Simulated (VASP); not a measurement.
# Se (P3_121) in VASP: relaxation of cell and atoms with PBE+D3(BJ)

Aim: the relaxation of cell and atoms of Se with PBE+D3(BJ).

Program: VASP 6.6.1. These are calculated values, not measurements. Logs are shortened: lines on timing, memory, paths and dates and some standing lists are left out, and cuts for length are marked.

## (1) The structure

The structure is trigonal, space group P3_121 (No. 152). The conventional cell has a = 4.366 Å, b = 4.366 Å, c = 4.954 Å, α = 90.00°, β = 90.00°, γ = 120.00°. Around Se (site symmetry 2) lie 2 Se at 2.37 Å.

## (2) Relaxation of cell and atoms, PBE+D3(BJ)

The input, INCAR:

```
PREC = Accurate
ENCUT = 600
EDIFF = 1E-7
ISMEAR = 0
SIGMA = 0.02
LREAL = False
LASPH = True
NELM = 80
ALGO = Fast
ISIF = 3
LWAVE = False
LCHARG = False
GGA = PE
IVDW = 12
IBRION = 2
NSW = 80
EDIFFG = -0.004
```

The input, KPOINTS:

```
Automatic mesh
0
Gamma
  9 9 8
```

The input, POSCAR:

```
Se
1.0
    4.3662000000      0.0000000000      0.0000000000
   -2.1831000000      3.7812401200      0.0000000000
    0.0000000000      0.0000000000      4.9536000000
Se
3
Direct
    0.2254000000      0.0000000000      0.3333333300
    0.0000000000      0.2254000000      0.6666666700
    0.7746000000      0.7746000000      0.0000000000
```

Potentials or basis: VASP PAW PBE potentials, release 64 (Se).

Run with:

```sh
> cat potpaw_PBE.64/Se/POTCAR > POTCAR
> mpirun -np 1 vasp_std > vasp.out
```

OUTCAR:

```text
PREC = Accurate
   ENCUT = 600
   EDIFF = 1E-7
   ISMEAR = 0
   LREAL = False
   LASPH = True
   NELM = 80
   ISIF = 3
   GGA = PE
   IVDW = 12
   IBRION = 2
   NSW = 80
   EDIFFG = -0.004
 IVDW          = 12

 ion  position               nearest neighbor table
   1  0.225  0.000  0.333-   3 2.37   2 2.37
   2  0.000  0.225  0.667-   3 2.37   1 2.37
   3  0.775  0.775  0.000-   1 2.37   2 2.37

  LATTYP: Found a hexagonal cell.
 ALAT       =     4.3662000000
 C/A-ratio  =     1.1345334616

  Lattice vectors:

 A1 = (   4.3662000000,   0.0000000000,   0.0000000000)
 A2 = (  -2.1831000000,   3.7812401200,   0.0000000000)
 A3 = (   0.0000000000,   0.0000000000,   4.9536000000)

Analysis of symmetry for initial positions (statically):
=====================================================================
 Subroutine PRICEL returns:
 Original cell was already a primitive cell.

 Routine SETGRP: Setting up the symmetry group for a
 hexagonal supercell.

 Subroutine GETGRP returns: Found  6 space group operations
 (whereof  2 operations were pure point group operations)
 out of a pool of 24 trial point group operations.

The static configuration has the point symmetry C_2 .
 The point group associated with its full space group is D_3 .

Analysis of symmetry for dynamics (positions and initial velocities):
=====================================================================
 Subroutine PRICEL returns:
 Original cell was already a primitive cell.

 Routine SETGRP: Setting up the symmetry group for a
 hexagonal supercell.

 Subroutine GETGRP returns: Found  6 space group operations
 (whereof  2 operations were pure point group operations)
 out of a pool of 24 trial point group operations.

The dynamic configuration has the point symmetry C_2 .
 The point group associated with its full space group is D_3 .

 Subroutine INISYM returns: Found  6 space group operations
 (whereof  2 operations are pure point group operations),
 and found     1 'primitive' translations

----------------------------------------------------------------------------------------

                                     Primitive cell

  volume of cell :      81.7822

  direct lattice vectors                    reciprocal lattice vectors
     4.366200000  0.000000000  0.000000000     0.229032110  0.132231750  0.000000000
    -2.183100000  3.781240120  0.000000000     0.000000000  0.264463501  0.000000000
     0.000000000  0.000000000  4.953600000     0.000000000  0.000000000  0.201873385

  length of vectors
     4.366200000  4.366200002  4.953600000     0.264463501  0.264463501  0.201873385

  position of ions in fractional coordinates (direct lattice)
     0.225400000  0.000000000  0.333333330
     0.000000000  0.225400000  0.666666670
     0.774600000  0.774600000  0.000000000

  ion indices of the primitive-cell ions
   primitive index   ion index
                 1           1
                 2           2
                 3           3

----------------------------------------------------------------------------------------

 KPOINTS: Automatic mesh

Automatic generation of k-mesh.
 Grid dimensions read from file:
 generate k-points for:    9    9    8

 Generating k-lattice:

  Cartesian coordinates                     Fractional coordinates (reciprocal lattice)
     0.025448012  0.014692417  0.000000000     0.111111111  0.000000000  0.000000000
     0.000000000  0.029384833  0.000000000     0.000000000  0.111111111  0.000000000
     0.000000000  0.000000000  0.025234173     0.000000000  0.000000000  0.125000000

  Length of vectors
     0.029384833  0.029384833  0.025234173

  Shift w.r.t. Gamma in fractional coordinates (k-lattice)
     0.000000000  0.000000000  0.000000000

 Subroutine IBZKPT returns following result:
 ===========================================

 Found     81 irreducible k-points:

 Following reciprocal coordinates:
            Coordinates               Weight
  0.000000  0.000000  0.000000      1.000000
  0.111111  0.000000  0.000000      6.000000
  0.222222  0.000000  0.000000      6.000000
  0.333333 -0.000000  0.000000      6.000000
  0.444444  0.000000  0.000000      6.000000
  0.111111  0.111111  0.000000      6.000000
[... 16 lines left out ...]
  0.222222  0.111111  0.125000     12.000000
 -0.111111  0.333333  0.125000     12.000000
 [... further k-points ...]
   k-points           NKPTS =     81   k-points in BZ     NKDIM =     81   number of bands    NBANDS=     13
   number of dos      NEDOS =    301   number of ions     NIONS =      3
   total plane-waves  NPLWV =  51840
   dimension x,y,z NGX =    36 NGY =   36 NGZ =   40
   dimension x,y,z NGXF=    72 NGYF=   72 NGZF=   80
   ions per type =               3
   NGX,Y,Z   is equivalent  to a cutoff of  13.71, 13.71, 13.42 a.u.
   NGXF,Y,Z  is equivalent  to a cutoff of  27.41, 27.41, 26.85 a.u.
 SYSTEM =  unknown system
   PREC   = accura    normal or accurate (medium, high low for compatibility)
   ISTART =      0    job   : 0-new  1-cont  2-samecut
   ICHARG =      2    charge: 1-file 2-atom 10-const
   ISPIN  =      1    spin polarized calculation?
   LNONCOLLINEAR =      F non collinear calculations
   LSORBIT =      F    spin-orbit coupling
   LASPH  =      T    aspherical Exc in radial PAW
   ENCUT  =  600.0 eV  44.10 Ry    6.64 a.u.   8.72  8.72  9.89*2*pi/ulx,y,z
   NELM   =     80;   NELMIN=  2; NELMDL= -5     # of ELM steps
   EDIFF  = 0.1E-06   stopping-criterion for ELM
   LREAL  =      F    real-space projection
   EDIFFG = -.4E-02   stopping-criterion for IOM
   NSW    =     80    number of steps for IOM
   IBRION =      2    ionic relax: 0-MD 1-quasi-New 2-CG
   NFREE  =      1    steps in history (QN), initial steepest desc. (CG)
   ISIF   =      3    stress and relaxation
   ISYM   =      2    0-nonsym 1-usesym 2-fastsym
   POTIM  = 0.5000    time-step for ionic-motion
   TEBEG  =    0.0;   TEEND  =   0.0 temperature during run
   PSTRESS=    0.0 pullay stress
   NELECT =      18.0000    total number of electrons
   NUPDOWN=      -1.0000    fix difference up-down
   EMIN   =  10.00;   EMAX   =-10.00  energy-range for DOS
   EFERMI =   0.00;   METHOD = LEGACY
   ISMEAR =     0;   SIGMA  =   0.02  broadening in eV -4-tet -1-fermi 0-gaus
   EFERMI_NEDOS =   21; number of points for ismear=-14 and -15
   IALGO  =     68    algorithm
   IMIX   =      4    mixing-type and parameters
     AMIX     =   0.40;   BMIX     =  1.00
     AMIX_MAG =   1.60;   BMIX_MAG =  1.00
  volume/ion in A,a.u.               =      27.26       183.96
  Fermi-wavevector in a.u.,A,eV,Ry     =   0.988430  1.867862 13.292817  0.976995
  Thomas-Fermi vector in A             =   2.119956
   LORBIT       =      0    0 simple, 1 ext, 2 COOP (PROOUT), +10 PAW based schemes
   GGA     = PE    functional components
   LHFCALC =     F    Hartree Fock is set to
   AEXX    =    0.0000 exact exchange contribution
   IVDW    =    12    specifies the selected vdW correction
   LEPSILON=     F    determine dielectric tensor
   LRPA    =     F    only Hartree local field effects (RPA)
 conjugate gradient relaxation of ions
 non-spin polarized calculation
 RMM-DIIS sequential band-by-band and
 Gauss-broadening in eV      SIGMA  =   0.02
  energy-cutoff  :      600.00
  volume of cell :       81.78
 maximum number of plane-waves:      2756
 NGX is ok and might be reduce to    36
   NGX = 17   NGY = 17   NGZ = 19

--------------------------------------- Ionic step        1  -------------------------------------------

 number of electron      18.0000000 magnetization

 Free energy of the ion-electron system (eV)
  ---------------------------------------------------
  ext. energy  EPLUGINS =         0.00000000
  ---------------------------------------------------
  free energy    TOTEN  =       -10.47014519 eV

  energy without entropy =      -10.47014519  energy(sigma->0) =      -10.47014519

------------------------ aborting loop because EDIFF is reached ----------------------------------------

 Edisp (eV)   -0.94632

 E8    (eV) :    -0.3892

  FORCE on cell =-STRESS in cart. coord.  units (eV):
  Direction    XX          YY          ZZ          XY          YZ          ZX
  --------------------------------------------------------------------------------------
  -------------------------------------------------------------------------------------
  Total       0.10886     0.10886     1.09264    -0.00000     0.00000     0.00000
  in kB       2.13260     2.13260    21.40558    -0.00000     0.00000     0.00000
  external pressure =        8.56 kB  Pullay stress =        0.00 kB
[... 100 lines left out ...]
  FREE ENERGIE OF THE ION-ELECTRON SYSTEM (eV)
  ---------------------------------------------------
  free  energy   TOTEN  =       -11.4318112277 eV

  energy  without entropy=      -11.4318112277  energy(sigma->0) =      -11.43181123

[... ionic steps 4 to 11 ...]

--------------------------------------- Ionic step       12  -------------------------------------------

 number of electron      17.9999999 magnetization

------------------------ aborting loop because EDIFF is reached ----------------------------------------

 Edisp (eV)   -1.06872

 E8    (eV) :    -0.4416
[... 71 lines left out ...]
  energy  without entropy=      -11.4925068546  energy(sigma->0) =      -11.49250685

--------------------------------------- Ionic step       14  -------------------------------------------

 number of electron      17.9999999 magnetization

 Free energy of the ion-electron system (eV)
  ---------------------------------------------------
  ext. energy  EPLUGINS =         0.00000000
  ---------------------------------------------------
  free energy    TOTEN  =       -10.42336123 eV

  energy without entropy =      -10.42336123  energy(sigma->0) =      -10.42336123

 E-fermi :   3.8058     XC(G=0):  -9.4362

 val. band max:        3.6788911151   @ k =   0.3333   0.3333   0.5000
 cond. band min:       4.1936954368   @ k =   0.3333   0.3333   0.5000
 fundamental gap:      0.5148043217
 Fermi energy:         3.8058334172

 k-point     1 :       0.0000    0.0000    0.0000
  band No.  band energies     occupation
      1     -12.2624      2.00000
      2      -8.2282      2.00000
      3      -8.2282      2.00000
      4       0.0576      2.00000
      5       0.2551      2.00000
      6       0.2551      2.00000
      7       1.8250      2.00000
      8       1.8250      2.00000
      9       3.1560      2.00000
     10       5.1482      0.00000
     11       5.1482      0.00000
     12       5.7455      0.00000
     13      10.0985      0.00000
[... 353 lines left out ...]
 k-point    24 :      -0.1111    0.3333    0.1250
  band No.  band energies     occupation
      1     -11.6853      2.00000
      2      -9.0287      2.00000
      3      -7.6854      2.00000
      4      -1.6052      2.00000
      5      -1.1299      2.00000
      6       0.0576      2.00000
      7       1.6866      2.00000
      8       2.2351      2.00000
      9       2.8215      2.00000
     10       5.1797      0.00000
     11       5.7352      0.00000
     12       6.1179      0.00000
     13       8.9919      0.00000

 [... further k-points ...]

------------------------ aborting loop because EDIFF is reached ----------------------------------------

 Edisp (eV)   -1.06916

 E8    (eV) :    -0.4418

  FORCE on cell =-STRESS in cart. coord.  units (eV):
  Direction    XX          YY          ZZ          XY          YZ          ZX
  --------------------------------------------------------------------------------------
  -------------------------------------------------------------------------------------
  Total       0.00473     0.00473     0.00020     0.00000     0.00000     0.00000
  in kB       0.10316     0.10316     0.00444     0.00000     0.00000     0.00000
  external pressure =        0.07 kB  Pullay stress =        0.00 kB
[... 18 lines left out ...]
  FREE ENERGIE OF THE ION-ELECTRON SYSTEM (eV)
  ---------------------------------------------------
  free  energy   TOTEN  =       -11.4925245449 eV

  energy  without entropy=      -11.4925245449  energy(sigma->0) =      -11.49252454

 reached required accuracy - stopping structural energy minimisation
```

It took 12 min on 1 thread of Intel Xeon Platinum 8375C at 2.90GHz (Ice Lake), shared host; peak memory 0.29 GiB.

What came out:

- Free energy: -11.4925 eV
- Relaxed volume: 24.48 Å³/atom
- Relaxed cell: a = 4.065 Å, b = 4.065 Å, c = 5.133 Å, α = 90.00°, β = 90.00°, γ = 120.00°
- Space group after relaxing (to 0.05 Å): P3_121 (No. 152)
- Energy gained by relaxing: 25.4 meV/atom
- Ionic steps: 14
- Pressure after relaxing: 0.0 GPa
- Band gap on the k mesh: 0.51 eV, direct
- Dispersion energy per atom: -0.356 eV

Forces on the atoms (eV/Å):
```
Se   0.002  0.000  0.000
Se  -0.001  0.002  0.000
Se  -0.001 -0.002  0.000
```

Step by step:
```csv
step,energy change (eV),largest force (eV/Å),pressure (GPa),volume (Å³)
1,0.0000,0.4475,0.86,81.78
2,-0.0111,0.0976,-1.79,83.51
3,-0.0153,0.0793,-0.92,82.90
4,-0.0280,0.0810,-0.82,81.61
5,-0.0585,0.1022,-0.29,77.78
6,-0.0602,0.1826,2.13,70.30
7,-0.0717,0.1542,0.71,74.06
8,-0.0742,0.0858,-0.69,73.99
9,-0.0758,0.0016,-0.16,74.02
10,-0.0758,0.0011,-0.18,74.02
11,-0.0760,0.0055,-0.11,73.68
12,-0.0760,0.0079,-0.06,73.48
13,-0.0760,0.0112,0.07,73.43
14,-0.0761,0.0021,0.01,73.45
```

Final structure:
```
CELL_PARAMETERS angstrom
4.06482 0.00000 0.00000
-2.03241 3.52024 0.00000
0.00000 0.00000 5.13343
ATOMIC_POSITIONS crystal
Se 0.24776 0.00000 0.33333
Se 0.00000 0.24776 0.66667
Se 0.75224 0.75224 0.00000
```

Caveat: an odd mesh through Γ misses points on the zone boundary, where band edges often lie; the volume moved by -10 % from the deposited cell, more than functionals usually miss.
